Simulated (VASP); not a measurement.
Set up this calculation in VASP 6.6.1, as the native input.

| Property | Result |
| --- | --- |
| Task | single point |
| Functional | PBE |
| Potentials or basis | VASP PAW PBE potentials, release 64 (Fe) |
| Cutoff | 520 eV |
| k mesh | 10 × 10 × 10 |
| Occupations | gaussian, width 0.15 eV |
| Spin | collinear spin, typed start |
| Starting moments | [2.44] μB |
| Dipole correction | no |
| Further INCAR settings | ALGO = Normal; EDIFF = 1e-06; NBANDS = 14 |

The structure of Fe lies in POSCAR:

```
Fe
1.0
   -1.4677340298      1.4157750842      1.3827875247
    1.4677340298     -1.4157750842      1.3827875247
    1.4677340298      1.4157750842     -1.3827875247
Fe
1
Direct
    0.0000000000      0.0000000000      0.0000000000
```

The cell isn't the ideal one: normal strain along x +0.0367, normal strain along z -0.0233.

These files were run (other wordings do the same):

INCAR

```
SYSTEM = Fe
PREC = Accurate
ENCUT = 520
EDIFF = 1E-6
ISMEAR = 0
SIGMA = 0.15
LREAL = .FALSE.
LASPH = .TRUE.
NELM = 150
ALGO = Normal
ISIF = 2
LWAVE = .FALSE.
LCHARG = .TRUE.
ISPIN = 2
MAGMOM = 2.44
LORBIT = 11
LMAXMIX = 4
GGA = PE
LELF = .TRUE.
LVHAR = .TRUE.
NBANDS = 14
```

KPOINTS

```
regular mesh
0
G
  10 10 10
  0 0 0
```

Potentials or basis: VASP PAW PBE potentials, release 64 (Fe).

Command:

```console
$ cat potpaw_PBE.64/Fe/POTCAR > POTCAR
$ mpirun -np 1 vasp_std > vasp.out
```

Results of the run:

```yaml
Pressure: -3.0 GPa
Band_gap_on_the_k_mesh: none (metal or under the smearing width)
Net_moment: 2.17 μB per cell
Site_moments: Fe +2.17 μB
Valence_electrons_inside_the_program's_atomic_spheres: Fe 7.24
```

Wall time 36 s on 1 thread of Intel(R) Xeon(R) Platinum 8375C CPU @ 2.90GHz (Ice Lake), on a shared host, peak memory 0.15 GiB.
